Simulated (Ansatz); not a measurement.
Wires are cut from relaxed bulk GaP (F-43m, 20.85 Å³/atom, gap on the mesh 1.58 eV); atoms and period are relaxed, and energies count from that bulk. Caps count from half an H2 molecule.

These are results of Ansatz, DFT PBE, scalar-relativistic, plane waves, PAW, not measurements.

Plane waves to 420 eV, a k mesh through Γ of 1×1×9 on the computed 20-atom cell and Gaussian smearing (0.05 eV); no spin polarisation.

Start ([110] wire, 10 host atoms a period with H caps):

```
CELL_PARAMETERS angstrom
17.40000 0.00000 0.00000
0.00000 17.90000 0.00000
0.00000 0.00000 3.89267
ATOMIC_POSITIONS crystal
Ga 0.55593 0.53602 0.00000
P 0.55593 0.61291 0.50000
P 0.55593 0.30536 0.50000
Ga 0.44407 0.68980 0.50000
Ga 0.44407 0.38225 0.50000
P 0.66779 0.45914 0.00000
Ga 0.66779 0.38225 0.50000
P 0.44407 0.45914 0.00000
Ga 0.33221 0.53602 0.00000
P 0.33221 0.61291 0.50000
H 0.62256 0.65871 0.50000
H 0.55593 0.25956 0.20215
H 0.55593 0.25956 0.79785
H 0.44407 0.74044 0.82931
H 0.44407 0.74044 0.17069
H 0.37040 0.33161 0.50000
H 0.73442 0.50494 0.00000
H 0.74146 0.33161 0.50000
H 0.25854 0.48539 0.00000
H 0.26558 0.65871 0.50000
```

Problem. What does the relaxation give?

Solution. The free energy falls by 40 meV/atom.

* excess energy (eV per host atom): 0.312
* line energy (eV/Å): 0.772
* period (Å): 4.048
* gap on the mesh (eV): 0.72
* highest filled level or Fermi level under vacuum (eV): 3.96

Relaxed structure:
```xyz
20
Lattice="17.4000 0.0000 0.0000 0.0000 17.9000 0.0000 0.0000 0.0000 4.0478" Properties=species:S:1:pos:R:3 pbc="T T T"
Ga    9.5835    9.5647    0.0000
P     9.5285   10.8635    2.0239
P     9.6873    5.6956    2.0239
Ga    7.7356   12.5294    2.0239
Ga    7.5321    6.8796    2.0239
P    11.5360    8.1486    0.0000
Ga   11.8029    6.8510    2.0239
P     7.6624    8.1822    0.0000
Ga    5.6976    9.6013    0.0000
P     5.9547   10.9061    2.0239
H    10.7806   11.5459    2.0239
H     9.7350    4.7466    0.9691
H     9.7350    4.7466    3.0787
H     7.8153   13.3196    3.3375
H     7.8153   13.3196    0.7103
H     6.4023    5.8009    2.0239
H    12.6640    9.0186    0.0000
H    13.0496    5.9121    2.0239
H     4.3971    8.7265    0.0000
H     4.7629   11.6890    2.0239
```

An odd mesh misses points on the zone edge, so a gap read on it can be too wide.

Each run keeps its start's symmetry and one magnetic start, so lower states can exist.

It took 2.4 min on 4 threads of Arm Neoverse V2, with other jobs on the host, peak memory 2.1 GiB.